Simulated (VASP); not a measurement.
# TaAs (I4_1md) in VASP: further runs

The runs below take TaAs through relaxation of cell and atoms, with PBE.

Program: VASP 6.6.1. These are calculated values, not measurements. Logs are shortened: lines on timing, memory, paths and dates and some standing lists are left out, and cuts for length are marked.

## 1. The crystal as given

It takes space group I4_1md (No. 109, tetragonal). The conventional cell has a = 3.444 Å, b = 3.444 Å, c = 11.736 Å, α = 90.00°, β = 90.00°, γ = 90.00°. Ta (site symmetry 2mm) has 6 As at 2.61 to 2.62 Å as nearest neighbours. As (site symmetry 2mm) is surrounded by 6 Ta at 2.61 to 2.62 Å.

The cell is a database's computed one.

## 2. Relaxation of cell and atoms, PBE

INCAR reads:

```
SYSTEM = TaAs
PREC     = Accurate       ! precision mode
ENCUT    = 300            ! plane-wave cutoff, eV
EDIFF    = 1E-6           ! SCF threshold, eV
ISMEAR   = 1              ! smearing method
SIGMA    = 0.1            ! smearing width, eV
LREAL    = .False.        ! projectors in reciprocal space
LASPH    = .True.         ! aspherical terms in the spheres
NELM     = 80             ! most SCF steps
ALGO     = Normal         ! electronic algorithm
ISIF     = 3              ! what is computed and relaxed
LWAVE    = .False.        ! write WAVECAR
LCHARG   = .False.        ! write CHGCAR
GGA      = PE             ! functional
IBRION   = 2              ! ionic algorithm
NSW      = 90             ! ionic steps
EDIFFG   = -0.01          ! ionic threshold
KPAR     = 2
```

KPOINTS reads:

```
regular mesh
0
Gamma
  8 8 8
  0 0 0
```

POSCAR reads:

```
TaAs
1.0
   -1.7218133622      1.7218133622      5.8679415361
    1.7218133622     -1.7218133622      5.8679415361
    1.7218133622      1.7218133622     -5.8679415361
Ta As
2 2
Direct
    0.4999673000      0.9999673000      0.5000000000
    0.7499673000      0.7499673000      0.0000000000
    0.0826321200      0.5826321200      0.5000000000
    0.3326321200      0.3326321200      0.0000000000
```

Potentials or basis: VASP PAW PBE potentials, release 64 (Ta, As).

Started as:

```sh
$ cat potpaw_PBE.64/Ta/POTCAR potpaw_PBE.64/As/POTCAR > POTCAR
$ mpirun -np 2 vasp_std > vasp.out
```

OUTCAR:

```text
SYSTEM = TaAs
   PREC = Accurate
   ENCUT = 300
   EDIFF = 1E-6
   ISMEAR = 1
   LREAL = .False.
   LASPH = .True.
   NELM = 80
   ISIF = 3
   GGA = PE
   IBRION = 2
   NSW = 90
   EDIFFG = -0.01

 ion  position               nearest neighbor table
   1  0.500  1.000  0.500-   4 2.61   4 2.61   3 2.62   3 2.62   3 2.62   3 2.62   2 3.40   2 3.40
                             2 3.40   2 3.40
   2  0.750  0.750  0.000-   3 2.61   3 2.61   4 2.62   4 2.62   4 2.62   4 2.62   1 3.40   1 3.40
                             1 3.40   1 3.40
   3  0.083  0.583  0.500-   2 2.61   2 2.61   1 2.62   1 2.62   1 2.62   1 2.62
   4  0.333  0.333  0.000-   1 2.61   1 2.61   2 2.62   2 2.62   2 2.62   2 2.62

  LATTYP: Found a body centered tetragonal cell.
 ALAT       =     3.4436267244
 C/A-ratio  =     3.4080009279

  Lattice vectors:

 A1 = (  -1.7218133622,   1.7218133622,   5.8679415361)
 A2 = (   1.7218133622,  -1.7218133622,   5.8679415361)
 A3 = (   1.7218133622,   1.7218133622,  -5.8679415361)

Analysis of symmetry for initial positions (statically):
=====================================================================
 Subroutine PRICEL returns:
 Original cell was already a primitive cell.

 Routine SETGRP: Setting up the symmetry group for a
 body centered tetragonal supercell.

 Subroutine GETGRP returns: Found  8 space group operations
 (whereof  4 operations were pure point group operations)
 out of a pool of 16 trial point group operations.

The static configuration has the point symmetry C_2v.
 The point group associated with its full space group is C_4v.

Analysis of symmetry for dynamics (positions and initial velocities):
=====================================================================
 Subroutine PRICEL returns:
 Original cell was already a primitive cell.

 Routine SETGRP: Setting up the symmetry group for a
 body centered tetragonal supercell.

 Subroutine GETGRP returns: Found  8 space group operations
 (whereof  4 operations were pure point group operations)
 out of a pool of 16 trial point group operations.

The dynamic configuration has the point symmetry C_2v.
 The point group associated with its full space group is C_4v.

 Subroutine INISYM returns: Found  8 space group operations
 (whereof  4 operations are pure point group operations),
 and found     1 'primitive' translations

[... 121 lines left out ...]
  Thomas-Fermi vector in A             =   2.216375
   LORBIT       =      0    0 simple, 1 ext, 2 COOP (PROOUT), +10 PAW based schemes
   GGA     = PE    functional components
   LHFCALC =     F    Hartree Fock is set to
   AEXX    =    0.0000 exact exchange contribution
   IVDW    =     0    specifies the selected vdW correction
   LEPSILON=     F    determine dielectric tensor
   LRPA    =     F    only Hartree local field effects (RPA)
 conjugate gradient relaxation of ions
 non-spin polarized calculation
 Methfessel and Paxton  Order N= 1 SIGMA  =   0.10
  energy-cutoff  :      300.00
  volume of cell :       69.59
 maximum number of plane-waves:       834
   NGX = 17   NGY = 17   NGZ = 17

--------------------------------------- Ionic step        1  -------------------------------------------

 number of electron      20.0000000 magnetization

 Free energy of the ion-electron system (eV)
  ---------------------------------------------------
  ext. energy  EPLUGINS =         0.00000000
  ---------------------------------------------------
  free energy    TOTEN  =       -35.17957813 eV

  energy without entropy =      -35.17860847  energy(sigma->0) =      -35.17925491

------------------------ aborting loop because EDIFF is reached ----------------------------------------

  FORCE on cell =-STRESS in cart. coord.  units (eV):
  Direction    XX          YY          ZZ          XY          YZ          ZX
  --------------------------------------------------------------------------------------
  -------------------------------------------------------------------------------------
  Total        0.8504596      0.8504596      0.5285141      0.0000000      0.0000000      0.0000000
  in kB       19.5815172     19.5815172     12.1688418      0.0000000      0.0000000      0.0000000
  external PRESSURE =      17.1106254 kB  Pullay stress =       0.0000000 kB
[... 177 lines left out ...]
--------------------------------------- Ionic step        6  -------------------------------------------

 number of electron      20.0000000 magnetization

 Free energy of the ion-electron system (eV)
  ---------------------------------------------------
  ext. energy  EPLUGINS =         0.00000000
  ---------------------------------------------------
  free energy    TOTEN  =       -35.18335516 eV

  energy without entropy =      -35.18261819  energy(sigma->0) =      -35.18310950

 E-fermi :   7.0348     XC(G=0): -11.7577

 val. band max:        7.0117879782   @ k =  -0.2500   0.2500   0.2500
 cond. band min:       7.0586385130   @ k =  -0.2500   0.5000   0.2500
 fundamental gap:      0.0468505347
 Fermi energy:         7.0347946053

 k-point     1 :       0.0000    0.0000    0.0000
  band No.  band energies     occupation
      1      -6.9122      2.00000
      2      -4.4579      2.00000
      3       0.0960      2.00000
      4       3.9399      2.00000
      5       4.5571      2.00000
      6       4.5571      2.00000
      7       4.7018      2.00000
      8       5.1105      2.00000
      9       5.3915      2.00000
     10       5.3915      2.00000
     11       7.8859     -0.00000
     12       8.5455     -0.00000
     13       9.3333      0.00000
     14      10.0520      0.00000
[... 377 lines left out ...]
      1      -4.5081      2.00000
      2      -4.1880      2.00000
      3       0.5210      2.00000
      4       1.1759      2.00000
      5       2.4833      2.00000
      6       3.1405      2.00000
      7       3.9614      2.00000
      8       4.0764      2.00000
      9       5.7784      2.00000
     10       5.9641      2.00000
     11       8.1537     -0.00000
     12       9.3709      0.00000
     13       9.6164      0.00000
     14       9.9868      0.00000

 [... further k-points ...]

------------------------ aborting loop because EDIFF is reached ----------------------------------------

  FORCE on cell =-STRESS in cart. coord.  units (eV):
  Direction    XX          YY          ZZ          XY          YZ          ZX
  --------------------------------------------------------------------------------------
  -------------------------------------------------------------------------------------
  Total       -0.0148408     -0.0148408     -0.0098977      0.0000000      0.0000000      0.0000000
  in kB       -0.3386842     -0.3386842     -0.2258764      0.0000000      0.0000000      0.0000000
  external PRESSURE =      -0.3010816 kB  Pullay stress =       0.0000000 kB
[... 19 lines left out ...]
  FREE ENERGIE OF THE ION-ELECTRON SYSTEM (eV)
  ---------------------------------------------------
  free  energy   TOTEN  =       -35.1833551617 eV

  energy  without entropy=      -35.1826181872  energy(sigma->0) =      -35.18310950

 reached required accuracy - stopping structural energy minimisation
```

CONTCAR:

```text
TaAs
   1.00000000000000
    -1.7294430376704601    1.7294430376704601    5.8681463501753059
     1.7294430376704601   -1.7294430376704601    5.8681463501753059
     1.7294430376704601    1.7294430376704601   -5.8681463501753059
  Ta              As
     2     2
Direct
     0.5001716777846904    0.0001716777846903    0.5000000000000000
     0.7501716777846904    0.7501716777846904    1.0000000000000000
     0.0824277422153107    0.5824277422153107    0.5000000000000000
     0.3324277422153107    0.3324277422153107    1.0000000000000000

  0.00000000E+00  0.00000000E+00  0.00000000E+00
  0.00000000E+00  0.00000000E+00  0.00000000E+00
  0.00000000E+00  0.00000000E+00  0.00000000E+00
  0.00000000E+00  0.00000000E+00  0.00000000E+00
```

Run time: 64 s. Hardware: 2 MPI ranks of Intel Xeon Platinum 8375C at 2.90GHz (Ice Lake), shared host; peak memory 0.21 GiB.

What came out:

```yaml
Free_energy: -35.1834 eV
Relaxed_volume: 17.55 Å³/atom
Relaxed_cell: a = 6.357 Å, b = 6.357 Å, c = 6.357 Å, α = 148.43°, β = 148.43°, γ = 45.25°
Space_group_after_relaxing_to_0.05_Å: I4_1md (No. 109)
Energy_gained_by_relaxing: 0.9 meV/atom
Ionic_steps: 6
Pressure_after_relaxing: 0.0 GPa
Band_gap_on_the_k_mesh: none (metal or under the smearing width)
```

Step by step:
```tsv
step	energy change (eV)	largest force (eV/Å)	pressure (GPa)	volume (Å³)
1	0.0000	0.0283	1.71	69.59
2	0.0091	0.0099	-3.15	71.47
3	-0.0036	0.0221	-0.03	70.23
4	-0.0036	0.0219	-0.06	70.24
5	-0.0037	0.0107	-0.05	70.23
6	-0.0038	0.0006	-0.03	70.21
```

Final structure:
```
Ta As
1.0
    -1.72944    1.72944    5.86815
     1.72944   -1.72944    5.86815
     1.72944    1.72944   -5.86815
Ta As
2 2
Cartesian
  0.0000 1.7294 0.0020
  1.7294 1.7294 2.9361
  1.7294 0.0000 0.9674
  1.7294 1.7294 -1.9667
```

Spin-orbit coupling is left out, which matters for the levels of Ta.

## 3. Relaxation of cell and atoms, PBE

This run uses another cell than the first one, of 17.55 Å³/atom, 1.009 times its volume.

INCAR: that of step 2 with these lines changed.

```diff
@@ -3,3 +3,3 @@
 ENCUT    = 300            ! plane-wave cutoff, eV
-EDIFF    = 1E-6           ! SCF threshold, eV
+EDIFF    = 1E-7           ! SCF threshold, eV
 ISMEAR   = 1              ! smearing method
@@ -16,3 +16,3 @@
 NSW      = 90             ! ionic steps
-EDIFFG   = -0.01          ! ionic threshold
+EDIFFG   = -0.005         ! ionic threshold
 KPAR     = 2
```

KPOINTS is that of step 2.

POSCAR reads:

```
TaAs                                    
1.0
   -1.7294430377      1.7294430377      5.8681463502
    1.7294430377     -1.7294430377      5.8681463502
    1.7294430377      1.7294430377     -5.8681463502
  Ta              As            
     2     2
Direct
     0.5001716777846904    0.0001716777846903    0.5000000000000000
     0.7501716777846904    0.7501716777846904    1.0000000000000000
     0.0824277422153107    0.5824277422153107    0.5000000000000000
     0.3324277422153107    0.3324277422153107    1.0000000000000000
```

Potentials or basis: VASP PAW PBE potentials, release 64 (Ta, As).

Started as:

```sh
$ cat potpaw_PBE.64/Ta/POTCAR potpaw_PBE.64/As/POTCAR > POTCAR
$ mpirun -np 2 vasp_std > vasp.out
```

Wall time 24 s (2 MPI ranks of Intel Xeon Platinum 8375C at 2.90GHz (Ice Lake), shared host); peak memory 0.2 GiB.

Results (log left out):

```
Free energy             : -35.1841 eV
Pressure after relaxing : 0.0 GPa
Band gap on the k mesh  : none (metal or under the smearing width)
```

Final structure:
```xyz
4
Lattice="-1.7294 1.7294 5.8681 1.7294 -1.7294 5.8681 1.7294 1.7294 -5.8681" Properties=species:S:1:pos:R:3 pbc="T T T"
Ta    0.0000    1.7294    0.0020
Ta    0.0000    0.0000    8.8042
As    1.7294    0.0000    0.9674
As    0.0000    0.0000    3.9015
```

Levels at points of the mesh, in eV from the Fermi level:
```csv
k point,band 6,band 7,band 8,band 9,band 10,band 11,band 12,band 13,band 14
"(0.00, 0.00, 0.00)",-2.48,-2.33,-1.92,-1.64,-1.64,0.85,1.51,2.30,3.02
"(0.50, 0.00, 0.00)",-3.42,-2.45,-2.31,-1.56,-0.27,0.10,1.34,2.20,2.38
"(0.50, 0.50, 0.00)",-5.06,-3.19,-3.19,-1.13,-1.13,2.71,2.71,2.99,2.99
"(0.50, 0.50, 0.50)",-2.87,-2.78,-2.78,-0.96,-0.96,1.16,1.16,2.24,2.24
```

Caveat: the relaxation stopped at its first step, so nothing moved. Spin-orbit coupling is left out, which matters for the levels of Ta.

## 4. Relaxation of cell and atoms, PBE

INCAR reads:

```
SYSTEM = TaAs
  ALGO = Normal
  EDIFF = 1E-6
  EDIFFG = -0.01
  ENCUT = 600
  GGA = PE
  IBRION = 2
  ISIF = 3
  ISMEAR = 1
  KPAR = 2
  LASPH = .TRUE.
  LCHARG = .FALSE.
  LREAL = .FALSE.
  LWAVE = .FALSE.
  NELM = 80
  NSW = 90
  PREC = Accurate
  SIGMA = 0.1
```

KPOINTS reads:

```
k-points
0
G
  16 16 16
  0 0 0
```

POSCAR reads:

```
TaAs
1.0
   -1.7218133622      1.7218133622      5.8679415361
    1.7218133622     -1.7218133622      5.8679415361
    1.7218133622      1.7218133622     -5.8679415361
Ta As
2 2
Direct
    0.4999673000      0.9999673000      0.5000000000
    0.7499673000      0.7499673000      0.0000000000
    0.0826321200      0.5826321200      0.5000000000
    0.3326321200      0.3326321200      0.0000000000
```

Potentials or basis: VASP PAW PBE potentials, release 64 (Ta_pv, As).

Started as:

```sh
$ cat potpaw_PBE.64/Ta_pv/POTCAR potpaw_PBE.64/As/POTCAR > POTCAR
$ mpirun -np 2 vasp_std > vasp.out
```

It took 19 min on 2 MPI ranks of Intel Xeon 6975P-C (Granite Rapids), shared host; peak memory 0.85 GiB.

The run converged. Its results:

* Free energy: -35.1175 eV
* Relaxed volume: 17.63 Å³/atom
* Relaxed cell: a = 6.362 Å, b = 6.362 Å, c = 6.362 Å, α = 148.38°, β = 148.38°, γ = 45.32°
* Space group after relaxing (to 0.05 Å): I4_1md (No. 109)
* Energy gained by relaxing: 2.2 meV/atom
* Ionic steps: 5
* Pressure after relaxing: 0.0 GPa
* Largest force after relaxing: 0.010 eV/Å
* Band gap on the k mesh: none (metal or under the smearing width)

Forces in eV/Å, atoms in the order of the input:
```
Ta   0.000  0.000  0.010
Ta   0.000  0.000  0.010
As   0.000  0.000 -0.010
As   0.000  0.000 -0.010
```

Step by step:
| step | energy change (eV) | largest force (eV/Å) | pressure (GPa) | volume (Å³) |
| --- | --- | --- | --- | --- |
| 1 | 0.0000 | 0.0248 | 2.59 | 69.59 |
| 2 | 0.0192 | 0.0157 | -4.50 | 72.45 |
| 3 | -0.0083 | 0.0225 | -0.06 | 70.58 |
| 4 | -0.0085 | 0.0153 | -0.03 | 70.56 |
| 5 | -0.0086 | 0.0097 | -0.01 | 70.53 |

Final structure:
```
Ta As
1.0
    -1.73310    1.73310    5.87056
     1.73310   -1.73310    5.87056
     1.73310    1.73310   -5.87056
Ta As
2 2
Direct
  0.50015 0.00015 0.50000
  0.75015 0.75015 0.00000
  0.08245 0.58245 0.50000
  0.33245 0.33245 0.00000
```

Levels at points of the mesh, in eV from the Fermi level:
```tsv
k point	band 13	band 14	band 15	band 16	band 17	band 18	band 19	band 20
(0.00, 0.00, 0.00)	-2.31	-1.90	-1.64	-1.64	0.86	1.52	2.30	3.01
(0.50, 0.00, 0.00)	-2.43	-2.29	-1.54	-0.26	0.11	1.35	2.21	2.39
(0.50, 0.50, 0.00)	-3.16	-3.16	-1.13	-1.13	2.71	2.71	3.00	3.00
(0.50, 0.50, 0.50)	-2.75	-2.75	-0.97	-0.97	1.17	1.17	2.25	2.25
```
